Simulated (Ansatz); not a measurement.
Ansatz input file:

```yaml
crystal:
  lattice:
    - [3.3225605517, 0.0, 0.0]
    - [-1.6612802759, 2.8774218434, 0.0]
    - [0.0, 0.0, 13.1216684635]
  atoms:
    - { symbol: Mo, position: [0.3333333333, 0.6666666667, 0.25] }
    - { symbol: Mo, position: [0.6666666667, 0.3333333333, 0.75] }
    - { symbol: Se, position: [0.3333333333, 0.6666666667, 0.6212945653] }
    - { symbol: Se, position: [0.6666666667, 0.3333333333, 0.1212945653] }
    - { symbol: Se, position: [0.3333333333, 0.6666666667, 0.8787054347] }
    - { symbol: Se, position: [0.6666666667, 0.3333333333, 0.3787054347] }
basis:
  ecutwfc: 420
kpoints:
  mp_grid: { grid: [12, 12, 2] }
hamiltonian:
  xc: pbe
  dispersion: d3bj
scf:
  occupations: { method: gaussian, width: 0.02 }
output:
  forces: true
  stress: true
  eigenvalues: true
relax:
  adjacent_minimum: "off"
  f_tol: 0.01
  max_steps: 30
  cell: { stress_tol: 0.1, fix: [volume] }
```

Run as
```bash
ansatz run input.yaml --threads 2 --pin off --max-ram 5120MiB --backend cpu --events-out ev --progress --plain --runs-dir out
```

Method: Ansatz, DFT PBE+D3(BJ), scalar-relativistic, plane waves, PAW.

Abridged output:

```
Pseudopotentials: kind: paw
Pseudopotential: Mo, paw, valence charge 14, recommended cutoff 420 eV (normal)
Pseudopotential: Se, paw, valence charge 16, recommended cutoff 420 eV (normal)
Functional definition: PBE
Crystal: 6 atoms, lattice volume = 125.449 Å³
Basis set: ecut = 420 eV, 2503 PW (Γ), exchange–correlation on 48×48×180 points (8 copies of the dense FFT grid, shifted against one another)
Bands: 56, of which v1, the nominal top of the filled ones, is band 46 counted from 1 (45 counted from 0)
Symmetry: 24 space group operations
Space group: P63/mmc (ITA 194), of the structure as read, at distance tolerance 5.0e-5 Å
k-points: 38 of 288
Initial density: superposition of atomic densities (neutral atoms: chi_scale 0, normalization atom), corrected by the library's trained network
Initial wavefunctions: pseudopotential atomic-orbital guess
Functional: x = pbe(κ = 0.804, μ = 0.21951497), c = pbe(β = 0.06672455)
SCF iter   1: F=—  HF=-31795.084094 eV  |F-HF|=—  |Δ(HF+E_count)|=         —  Δρ=4.83e-3  dr2=1.38e-2  ethr=1.77e-3  ⟨swp⟩=6.5  Hψ=7515  notcnv=0
SCF iter   2: F=—  HF=-31795.093082 eV  |F-HF|=—  |Δ(HF+E_count)|=   8.99e-3  Δρ=2.77e-3  dr2=3.54e-3  ethr=1.50e-5  ⟨swp⟩=2.0  Hψ=3458  notcnv=0  defer=76
SCF iter   3: F=—  HF=-31795.095947 eV  |F-HF|=—  |Δ(HF+E_count)|=   2.86e-3  Δρ=1.47e-3  dr2=1.17e-3  ethr=3.85e-6  ⟨swp⟩=2.0  Hψ=2781  notcnv=0  defer=76
SCF iter   4: F=—  HF=-31795.097125 eV  |F-HF|=—  |Δ(HF+E_count)|=   1.18e-3  Δρ=1.00e-4  dr2=7.60e-6  ethr=1.27e-6  ⟨swp⟩=2.0  Hψ=2774  notcnv=0  defer=76
SCF iter   5: F=—  HF=-31795.097053 eV  |F-HF|=—  |Δ(HF+E_count)|=   7.15e-5  Δρ=3.05e-5  dr2=1.30e-6  ethr=8.26e-9  ⟨swp⟩=2.0  Hψ=3128  notcnv=0  defer=76
SCF iter   6: F=—  HF=-31795.097054 eV  |F-HF|=—  |Δ(HF+E_count)|=   1.06e-6  Δρ=7.74e-6  dr2=1.58e-7  ethr=1.42e-9  ⟨swp⟩=2.5  Hψ=3523  notcnv=0  defer=76
SCF iter   7: F=-31795.097054 eV  HF=-31795.097054 eV  |F-HF|=1.71e-9  |Δ(HF+E_count)|=   2.02e-8  Δρ=3.28e-6  dr2=2.87e-8  ethr=1.09e-10  ⟨swp⟩=8.5  Hψ=8350  notcnv=0
SCF 1 converged in 7 iterations: F = -31795.097054 eV  dr2 = 2.87e-8
relax step   1: F+E_penalty+E_count = -31795.09705429 eV  Δ(F+E_penalty+E_count) = +0.000e0 eV  max|allowed force component| = 4.095e-1 eV/Å  Δτ_max = 0.0000 Å  P = -4.477 GPa  Ω = 125.449 Å³  fix = [volume]  reactions: volume -4.477 GPa (7 SCF iters, dr2 threshold 1.00e-7 eV, accepted)
Basis set: ecut = 420 eV, 2517 PW (Γ), exchange–correlation on 48×48×180 points (8 copies of the dense FFT grid, shifted against one another)
Initial density: handed on by an earlier stage of this run
Initial wavefunctions: those handed on with the density
SCF iter   1: F=—  HF=-31795.100783 eV  |F-HF|=—  |Δ(HF+E_count)|=         —  Δρ=5.97e-3  dr2=4.82e-2  ethr=4.17e-5  ⟨swp⟩=2.5  Hψ=10050  notcnv=0
SCF iter   2: F=—  HF=-31795.092502 eV  |F-HF|=—  |Δ(HF+E_count)|=   8.28e-3  Δρ=2.91e-3  dr2=1.02e-2  ethr=4.17e-5  ⟨swp⟩=2.1  Hψ=2956  notcnv=0
SCF iter   3: F=—  HF=-31795.091189 eV  |F-HF|=—  |Δ(HF+E_count)|=   1.31e-3  Δρ=1.52e-3  dr2=2.92e-3  ethr=9.19e-6  ⟨swp⟩=2.1  Hψ=3114  notcnv=0
SCF iter   4: F=—  HF=-31795.091010 eV  |F-HF|=—  |Δ(HF+E_count)|=   1.79e-4  Δρ=3.68e-4  dr2=1.75e-4  ethr=2.63e-6  ⟨swp⟩=2.1  Hψ=3650  notcnv=0
SCF iter   5: F=—  HF=-31795.091056 eV  |F-HF|=—  |Δ(HF+E_count)|=   4.58e-5  Δρ=1.21e-4  dr2=2.55e-5  ethr=1.58e-7  ⟨swp⟩=2.0  Hψ=3790  notcnv=0
SCF iter   6: F=—  HF=-31795.091060 eV  |F-HF|=—  |Δ(HF+E_count)|=   3.52e-6  Δρ=4.71e-5  dr2=7.28e-6  ethr=2.30e-8  ⟨swp⟩=2.0  Hψ=3800  notcnv=0
SCF iter   7: F=-31795.091065 eV  HF=-31795.091065 eV  |F-HF|=3.09e-7  |Δ(HF+E_count)|=   5.49e-6  Δρ=1.06e-5  dr2=2.05e-7  ethr=5.41e-10  ⟨swp⟩=4.0  Hψ=9241  notcnv=0
SCF 2 converged in 7 iterations: F = -31795.091065 eV  dr2 = 2.05e-7
relax step   2: F+E_penalty+E_count = -31795.09106541 eV  Δ(F+E_penalty+E_count) = +5.989e-3 eV  max|allowed force component| = 5.433e-1 eV/Å  Δτ_max = 0.0734 Å  P = +0.837 GPa  Ω = 125.449 Å³  energy of the carried Pulay correction = +5.330e-18 eV  fix = [volume]  (7 SCF iters, dr2 threshold 6.00e-7 eV, rejected (line search))
SCF iter   1: F=—  HF=-31795.127922 eV  |F-HF|=—  |Δ(HF+E_count)|=         —  Δρ=3.45e-3  dr2=1.50e-2  ethr=1.82e-5  ⟨swp⟩=2.1  Hψ=8794  notcnv=0
SCF iter   2: F=—  HF=-31795.125183 eV  |F-HF|=—  |Δ(HF+E_count)|=   2.74e-3  Δρ=1.66e-3  dr2=3.49e-3  ethr=1.63e-5  ⟨swp⟩=2.2  Hψ=2932  notcnv=0
SCF iter   3: F=—  HF=-31795.124721 eV  |F-HF|=—  |Δ(HF+E_count)|=   4.62e-4  Δρ=8.87e-4  dr2=1.07e-3  ethr=3.80e-6  ⟨swp⟩=2.1  Hψ=2927  notcnv=0
SCF iter   4: F=—  HF=-31795.124626 eV  |F-HF|=—  |Δ(HF+E_count)|=   9.51e-5  Δρ=2.25e-4  dr2=6.82e-5  ethr=1.16e-6  ⟨swp⟩=2.3  Hψ=3241  notcnv=0
SCF iter   5: F=—  HF=-31795.124561 eV  |F-HF|=—  |Δ(HF+E_count)|=   6.49e-5  Δρ=6.76e-5  dr2=7.97e-6  ethr=7.41e-8  ⟨swp⟩=2.0  Hψ=3761  notcnv=0
SCF iter   6: F=—  HF=-31795.124555 eV  |F-HF|=—  |Δ(HF+E_count)|=   6.45e-6  Δρ=2.62e-5  dr2=1.98e-6  ethr=8.66e-9  ⟨swp⟩=2.0  Hψ=3795  notcnv=0
SCF iter   7: F=—  HF=-31795.124557 eV  |F-HF|=—  |Δ(HF+E_count)|=   1.54e-6  Δρ=6.83e-6  dr2=9.95e-8  ethr=2.15e-9  ⟨swp⟩=2.0  Hψ=2768  notcnv=0
SCF iter   8: F=—  HF=-31795.124557 eV  |F-HF|=—  |Δ(HF+E_count)|=   9.95e-8  Δρ=1.79e-6  dr2=5.02e-9  ethr=1.08e-10  ⟨swp⟩=2.0  Hψ=2779  notcnv=0
SCF iter   9: F=—  HF=-31795.124557 eV  |F-HF|=—  |Δ(HF+E_count)|=   1.05e-8  Δρ=4.59e-7  dr2=3.33e-10  ethr=5.46e-12  ⟨swp⟩=2.1  Hψ=2816  notcnv=0
SCF iter  10: F=-31795.124557 eV  HF=-31795.124557 eV  |F-HF|=2.18e-11  |Δ(HF+E_count)|=  6.91e-10  Δρ=1.23e-7  dr2=2.42e-11  ethr=1.00e-12  ⟨swp⟩=4.1  Hψ=6582  notcnv=0
SCF 3 converged in 10 iterations: F = -31795.124557 eV  dr2 = 2.42e-11
relax step   3: F+E_penalty+E_count = -31795.12455666 eV  Δ(F+E_penalty+E_count) = -2.750e-2 eV  max|allowed force component| = 5.854e-2 eV/Å  Δτ_max = 0.0309 Å  P = -2.397 GPa  Ω = 125.449 Å³  energy of the carried Pulay correction = -1.066e-17 eV  fix = [volume]  reactions: volume -2.397 GPa (10 SCF iters, accepted)
SCF iter   1: F=—  HF=-31795.125819 eV  |F-HF|=—  |Δ(HF+E_count)|=         —  Δρ=8.82e-4  dr2=1.61e-3  ethr=1.74e-6  ⟨swp⟩=2.9  Hψ=9292  notcnv=0
SCF iter   2: F=—  HF=-31795.125619 eV  |F-HF|=—  |Δ(HF+E_count)|=   2.00e-4  Δρ=4.63e-4  dr2=2.51e-4  ethr=1.74e-6  ⟨swp⟩=2.0  Hψ=2297  notcnv=0
SCF iter   3: F=—  HF=-31795.125588 eV  |F-HF|=—  |Δ(HF+E_count)|=   3.11e-5  Δρ=2.44e-4  dr2=7.74e-5  ethr=2.72e-7  ⟨swp⟩=2.3  Hψ=2589  notcnv=0
SCF iter   4: F=—  HF=-31795.125513 eV  |F-HF|=—  |Δ(HF+E_count)|=   7.53e-5  Δρ=9.67e-5  dr2=1.22e-5  ethr=8.42e-8  ⟨swp⟩=2.4  Hψ=3498  notcnv=0
SCF iter   5: F=—  HF=-31795.125512 eV  |F-HF|=—  |Δ(HF+E_count)|=   5.30e-7  Δρ=2.54e-5  dr2=1.06e-6  ethr=1.33e-8  ⟨swp⟩=2.0  Hψ=3780  notcnv=0
SCF iter   6: F=-31795.125513 eV  HF=-31795.125513 eV  |F-HF|=8.75e-8  |Δ(HF+E_count)|=   4.89e-7  Δρ=6.59e-6  dr2=1.08e-7  ethr=2.33e-10  ⟨swp⟩=5.8  Hψ=8202  notcnv=0
SCF 4 converged in 6 iterations: F = -31795.125513 eV  dr2 = 1.08e-7
relax step   4: F+E_penalty+E_count = -31795.12551261 eV  Δ(F+E_penalty+E_count) = -9.559e-4 eV  max|allowed force component| = 1.202e-2 eV/Å  Δτ_max = 0.0084 Å  P = -1.862 GPa  Ω = 125.449 Å³  energy of the carried Pulay correction = -2.665e-18 eV  fix = [volume]  reactions: volume -1.862 GPa (6 SCF iters, dr2 threshold 2.14e-7 eV, accepted)
SCF iter   1: F=—  HF=-31795.125746 eV  |F-HF|=—  |Δ(HF+E_count)|=         —  Δρ=1.93e-4  dr2=1.18e-4  ethr=1.46e-7  ⟨swp⟩=3.0  Hψ=9174  notcnv=0
SCF iter   2: F=—  HF=-31795.125733 eV  |F-HF|=—  |Δ(HF+E_count)|=   1.33e-5  Δρ=1.15e-4  dr2=1.71e-5  ethr=1.28e-7  ⟨swp⟩=2.0  Hψ=2343  notcnv=0
SCF iter   3: F=—  HF=-31795.125660 eV  |F-HF|=—  |Δ(HF+E_count)|=   7.26e-5  Δρ=5.66e-5  dr2=7.16e-6  ethr=1.86e-8  ⟨swp⟩=2.0  Hψ=2637  notcnv=0
SCF iter   4: F=—  HF=-31795.125659 eV  |F-HF|=—  |Δ(HF+E_count)|=   1.17e-6  Δρ=1.22e-5  dr2=1.75e-7  ethr=7.79e-9  ⟨swp⟩=2.0  Hψ=2629  notcnv=0
SCF iter   5: F=-31795.125659 eV  HF=-31795.125659 eV  |F-HF|=3.02e-9  |Δ(HF+E_count)|=   1.05e-8  Δρ=4.85e-6  dr2=2.50e-8  ethr=8.54e-11  ⟨swp⟩=4.7  Hψ=7935  notcnv=0
SCF 5 converged in 5 iterations: F = -31795.125659 eV  dr2 = 2.50e-8
relax step   5: F+E_penalty+E_count = -31795.12565892 eV  Δ(F+E_penalty+E_count) = -1.463e-4 eV  max|allowed force component| = 6.304e-3 eV/Å  Δτ_max = 0.0008 Å  P = -1.884 GPa  Ω = 125.449 Å³  energy of the carried Pulay correction = -2.665e-18 eV  fix = [volume]  reactions: volume -1.884 GPa (5 SCF iters, dr2 threshold 7.86e-8 eV, accepted)
Initial wavefunctions: pseudopotential atomic-orbital guess (no wavefunctions were taken with the density)
SCF iter   1: F=—  HF=-31795.124324 eV  |F-HF|=—  |Δ(HF+E_count)|=         —  Δρ=2.71e-4  dr2=2.11e-6  ethr=6.23e-8  ⟨swp⟩=3.9  Hψ=13647  notcnv=0
SCF iter   2: F=—  HF=-31795.125286 eV  |F-HF|=—  |Δ(HF+E_count)|=   9.62e-4  Δρ=1.38e-4  dr2=5.29e-7  ethr=2.29e-9  ⟨swp⟩=2.1  Hψ=2753  notcnv=0
SCF iter   3: F=—  HF=-31795.125667 eV  |F-HF|=—  |Δ(HF+E_count)|=   3.82e-4  Δρ=9.91e-6  dr2=1.14e-7  ethr=5.75e-10  ⟨swp⟩=2.1  Hψ=2816  notcnv=0
SCF iter   4: F=—  HF=-31795.125668 eV  |F-HF|=—  |Δ(HF+E_count)|=   1.06e-6  Δρ=2.09e-6  dr2=8.34e-9  ethr=1.24e-10  ⟨swp⟩=2.0  Hψ=2425  notcnv=0
SCF iter   5: F=—  HF=-31795.125669 eV  |F-HF|=—  |Δ(HF+E_count)|=   4.98e-8  Δρ=7.29e-7  dr2=1.41e-9  ethr=9.07e-12  ⟨swp⟩=2.1  Hψ=2792  notcnv=0
SCF iter   6: F=—  HF=-31795.125669 eV  |F-HF|=—  |Δ(HF+E_count)|=   1.19e-9  Δρ=2.82e-7  dr2=2.78e-10  ethr=1.00e-12  ⟨swp⟩=4.6  Hψ=7548  notcnv=0
SCF iter   7: F=-31795.125669 eV  HF=-31795.125669 eV  |F-HF|=7.28e-12  |Δ(HF+E_count)|=  1.09e-10  Δρ=6.96e-8  dr2=5.86e-12  ethr=1.00e-12  ⟨swp⟩=4.1  Hψ=6230  notcnv=0
SCF 6 converged in 7 iterations: F = -31795.125669 eV  dr2 = 5.86e-12
SCF converged after 7 iterations
Free energy (F): -31795.125669 eV
Harris-Foulkes:  -31795.125669 eV  (|F-HF|=7.28e-12)
Internal energy: -31795.125669 eV  (E = F + TS)
E sigma→0 (E₀):  -31795.125669 eV
Fermi energy:    12.211711 eV
--- Per-component energies (eV) ---
  E_band       = -1682.420804
  E_kinetic    = 1358.113662
  E_local      = -12323.534465  (includes V_loc(G=0)·N_el)
  E_nonlocal   = -2095.789396
  E_hartree    = 5822.427289
  E_xc         = -785.398063
  E_vxc        = -852.947613  (∫ρ·V_xc dr)
  E_paw        = -14048.349296  (= ΣΔE_a)
  E_vpaw       = 586.884723  (= ΣTr[D̂ρ^β])
  E_aug_tail   = -0.002280  (compensation charges beyond the density's cutoff)
  E_ewald      = -9719.880166
  E_disp       = -2.712953  (pairwise vdW)
  E_smearing   =  0.000000  (= −TS)
--- Forces (eV/Å), atoms counted from 1 ---
  atom   1  Mo     0.00000000     0.00000000     0.00000000
  atom   2  Mo     0.00000000     0.00000000     0.00000000
  atom   3  Se     0.00000000     0.00000000    -0.00633478
  atom   4  Se     0.00000000     0.00000000    -0.00633478
  atom   5  Se     0.00000000     0.00000000     0.00633478
  atom   6  Se     0.00000000     0.00000000     0.00633478
--- Stress (GPa, compression-positive) ---
       -1.900261       0.000000       0.000000
        0.000000      -1.900261       0.000000
        0.000000       0.000000      -1.850731
  P = ⅓ Tr σ = -1.8838 GPa (-18.838 kbar)
--- Band table (eV; the first three rows and the last of 38) ---
  k-point 0: bands = ["-49.3758", "-49.3758", "-35.9431", "-35.9431", "-35.9431", "-35.9431", "-35.9427", "-35.9427", "-35.9427", "-35.9427", "-35.9053", "-35.9053", "-35.9051", "-35.9051", "-35.9043", "-35.9043", "-35.9042", "-35.9042", "-35.8906", "-35.8904", "-35.8885", "-35.8884", "-23.5272", "-23.5271", "-23.3477", "-23.3477", "-23.3476", "-23.3476", "-2.9013", "-2.6905", "-1.9596", "-1.6424", "5.5341", "6.4552", "8.6059", "9.3190", "9.3190", "9.3302", "9.3302", "10.2927", "10.2927", "10.3255", "10.3255", "10.7692", "10.7999", "11.7222", "14.2807", "14.2807", "14.3306", "14.3306", "14.4645", "14.4645", "14.6074", "14.6074", "16.9767", "17.5613"]
  k-point 1: bands = ["-49.3758", "-49.3758", "-35.9431", "-35.9431", "-35.9431", "-35.9431", "-35.9427", "-35.9427", "-35.9427", "-35.9427", "-35.9052", "-35.9052", "-35.9052", "-35.9052", "-35.9043", "-35.9043", "-35.9043", "-35.9043", "-35.8905", "-35.8905", "-35.8884", "-35.8884", "-23.5271", "-23.5271", "-23.3476", "-23.3476", "-23.3476", "-23.3476", "-2.8112", "-2.8112", "-1.7867", "-1.7867", "5.9158", "5.9158", "9.3245", "9.3245", "9.3245", "9.3245", "9.4912", "9.4912", "10.3091", "10.3091", "10.3091", "10.3091", "11.5288", "11.5288", "14.2967", "14.2967", "14.2967", "14.2967", "14.5447", "14.5447", "14.5447", "14.5447", "17.3031", "17.3031"]
  k-point 2: bands = ["-49.3743", "-49.3743", "-35.9430", "-35.9430", "-35.9428", "-35.9428", "-35.9428", "-35.9427", "-35.9425", "-35.9424", "-35.9053", "-35.9053", "-35.9052", "-35.9052", "-35.9045", "-35.9044", "-35.9043", "-35.9042", "-35.8905", "-35.8903", "-35.8884", "-35.8882", "-23.5234", "-23.5234", "-23.3650", "-23.3650", "-23.3516", "-23.3516", "-2.8061", "-2.5969", "-1.9033", "-1.5941", "5.6517", "6.5710", "8.4849", "9.0674", "9.0873", "9.4116", "9.4275", "9.8316", "10.1337", "10.1713", "10.3268", "10.7871", "11.0347", "11.5870", "14.0475", "14.0758", "14.1175", "14.2339", "14.3092", "14.4074", "14.4743", "14.4907", "17.5197", "18.0537"]
  k-point 37: bands = ["-49.3504", "-49.3504", "-35.9411", "-35.9411", "-35.9404", "-35.9404", "-35.9402", "-35.9402", "-35.9401", "-35.9401", "-35.9067", "-35.9067", "-35.9060", "-35.9060", "-35.9054", "-35.9054", "-35.9048", "-35.9048", "-35.8884", "-35.8884", "-35.8861", "-35.8861", "-23.5402", "-23.5402", "-23.5080", "-23.5080", "-23.4636", "-23.4636", "-0.7641", "-0.7641", "-0.6761", "-0.6761", "6.3927", "6.3927", "6.8796", "6.8796", "7.4608", "7.4608", "7.8582", "7.8582", "8.6220", "8.6220", "9.2741", "9.2741", "11.4300", "11.4300", "12.9451", "12.9451", "13.9553", "13.9553", "14.5018", "14.5018", "15.7195", "15.7195", "18.0400", "18.0400"]
--- Relaxed structure (5 steps of the walk, 4 accepted, 1 SCFs on fresh bases) ---
  F+E_penalty+E_count = -31795.12566851 eV   max|allowed force component| = 6.335e-3 eV/Å   (the final SCF, on the basis selected at the relaxed cell)
  cell:  # Å, volume = 125.4485 Å³
    - [3.30192869, 0.0, 0.0]
    - [-1.65096434, 2.85955413, 0.0]
    - [0.0, 0.0, 13.28616028]
  atoms:
    - { symbol: Mo, position: [0.33333333, 0.66666666, 0.25] }
    - { symbol: Mo, position: [0.66666666, 0.33333333, 0.75000000] }
    - { symbol: Se, position: [0.33333333, 0.66666666, 0.62423502] }
    - { symbol: Se, position: [0.66666666, 0.33333333, 0.12423502] }
    - { symbol: Se, position: [0.33333333, 0.66666666, 0.87576497] }
    - { symbol: Se, position: [0.66666666, 0.33333333, 0.37576497] }
```

The relaxation met its thresholds.

Time: 36 s on 2 threads of Arm Neoverse V2, with other jobs on the host, peak memory 0.54 GiB.